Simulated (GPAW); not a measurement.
# ZrC: relaxation of cell and atoms with revPBE+D3(BJ)

ZrC:

```
CELL_PARAMETERS angstrom
0.00000 2.36500 2.36500
2.36500 0.00000 2.36500
2.36500 2.36500 0.00000
ATOMIC_POSITIONS crystal
Zr 0.50000 0.50000 0.50000
C 0.00000 0.00000 0.00000
```

```
Program             : GPAW 26.7.0
Task                : relaxation of cell and atoms
Functional          : revPBE
Dispersion          : D3(BJ)
Potentials or basis : the program's PAW data sets (release 1.2.1) made for this functional
Cutoff              : 800 eV
Basis               : pw
k mesh              : 10 × 10 × 10
Occupations         : fermi-dirac, width 0.05 eV
Spin                : no spin polarisation
Maxiter             : 150
Optimizer           : BFGS
Fmax                : 0.02 eV/Å
Max steps           : 40
Convergence         : density=1e-05 forces=0.0001
```

```yaml
Relaxed_volume: 12.59 Å³/atom
Relaxed_cell: a = 3.290 Å, b = 3.290 Å, c = 3.290 Å, α = 60.00°, β = 60.00°, γ = 60.00°
Space_group_after_relaxing_to_0.05_Å: Fm-3m (No. 225)
Energy_gained_by_relaxing: 21.5 meV/atom
Ionic_steps: 4
Pressure_after_relaxing: 0.0 GPa
Band_gap_on_the_k_mesh: none (metal or under the smearing width)
Dispersion_energy_per_atom: -0.766 eV
```

The path:
```csv
step,energy change (eV),largest force (eV/Å),pressure (GPa),volume (Å³)
1,0.0000,0.0000,-10.60,26.46
2,-0.0264,0.0000,-6.86,25.96
3,-0.0429,0.0000,0.39,25.13
4,-0.0430,0.0000,-0.01,25.17
```

Final structure:
```yaml
crystal:
  lattice:
    - [0.00000, 2.32616, 2.32616]
    - [2.32616, 0.00000, 2.32616]
    - [2.32616, 2.32616, 0.00000]
  atoms:
    - { symbol: Zr, position: [0.50000, 0.50000, 0.50000] }
    - { symbol: C, position: [0.00000, 0.00000, 0.00000] }
```

Levels at points of the mesh, in eV from the Fermi level:
```
           k point  band 5  band 6  band 7  band 8  band 9  band 10  band 11  band 12
(0.00, 0.00, 0.00)  -11.47    0.93    0.93    0.93    1.10     1.10     1.10     2.88
(0.50, 0.50, 0.00)  -10.31   -2.04   -1.85    0.08    0.08     4.59     5.87     5.87
(0.50, 0.50, 0.50)   -8.27   -5.42   -3.04   -3.04    4.65     4.65     5.52     6.65
```

It took 74 s on 1 thread of Arm Neoverse V2 (shared host), peak memory 0.23 GiB.

Caveat: later steps reuse the first step's grids; pairwise dispersion overbinds metals, which lowers pressure and volume.
